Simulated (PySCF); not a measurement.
J couplings in propionate ion

Geometry:
```json
{"atom": "C1", "x (Å)": "-1.106", "y (Å)": "-0.119", "z (Å)": "0.339"}
{"atom": "C2", "x (Å)": "0.146", "y (Å)": "-0.385", "z (Å)": "-0.485"}
{"atom": "C3", "x (Å)": "1.340", "y (Å)": "0.534", "z (Å)": "0.025"}
{"atom": "O4", "x (Å)": "1.224", "y (Å)": "1.741", "z (Å)": "-0.229"}
{"atom": "O5", "x (Å)": "2.253", "y (Å)": "-0.055", "z (Å)": "0.621"}
{"atom": "H6", "x (Å)": "-1.971", "y (Å)": "-0.676", "z (Å)": "-0.037"}
{"atom": "H7", "x (Å)": "-1.336", "y (Å)": "0.945", "z (Å)": "0.310"}
{"atom": "H8", "x (Å)": "-0.939", "y (Å)": "-0.403", "z (Å)": "1.377"}
{"atom": "H9", "x (Å)": "-0.046", "y (Å)": "-0.145", "z (Å)": "-1.536"}
{"atom": "H10", "x (Å)": "0.443", "y (Å)": "-1.434", "z (Å)": "-0.407"}
```

Total charge -1.

Indirect spin–spin couplings were computed at B3LYP/pcJ-1 (without the spin–dipole term) (PySCF) on a GFN2-xTB structure, for the isolated molecule, without vibrational or relativistic corrections. Couplings are averaged over pairs made equivalent by symmetry, fast rotation or ring inversion, so a value needn't be that of the named pair in this geometry, while other rotamers aren't included; one pair stands for each set, and the list holds those of at least 0.8 Hz over up to four bonds, among pairs with at least one C or H atom (others weren't computed).

Isotopes: 13C, 1H, 17O. Couplings to quadrupolar nuclei such as 17O and 33S are rarely resolved in practice.

| pair | bonds | J (Hz) |
| --- | --- | --- |
| C1, C2 | 1 | 34.2 |
| C1, H6 | 1 | ? |
| C2, C3 | 1 | 43.0 |
| C2, H9 | 1 | ? |
| C3, O4 | 1 | 28.8 |
| C1, C3 | 2 | -1.5 |
| C1, H9 | 2 | -3.2 |
| C2, O4 | 2 | -9.9 |
| C2, H6 | 2 | -3.5 |
| C3, H9 | 2 | -4.2 |
| H6, H7 | 2 | -11.9 |
| H9, H10 | 2 | ? |
| C3, H6 | 3 | ? |
| H6, H9 | 3 | 8.3 |

Question: Estimate the withheld couplings, with signs.

Answer: 
- 1J(C1,H6) = 128.6 Hz (mean over equivalent pairs that range from 122.4 to 134.0 Hz in this conformer)
- 1J(C2,H9) = 130.3 Hz (bond length 1.094 Å, sp3 carbon)
- 2J(H9,H10) = -8.7 Hz (angle at C2 109°)
- 3J(C3,H6) = 4.3 Hz (mean over equivalent pairs that range from 1.7 to 8.8 Hz in this conformer)
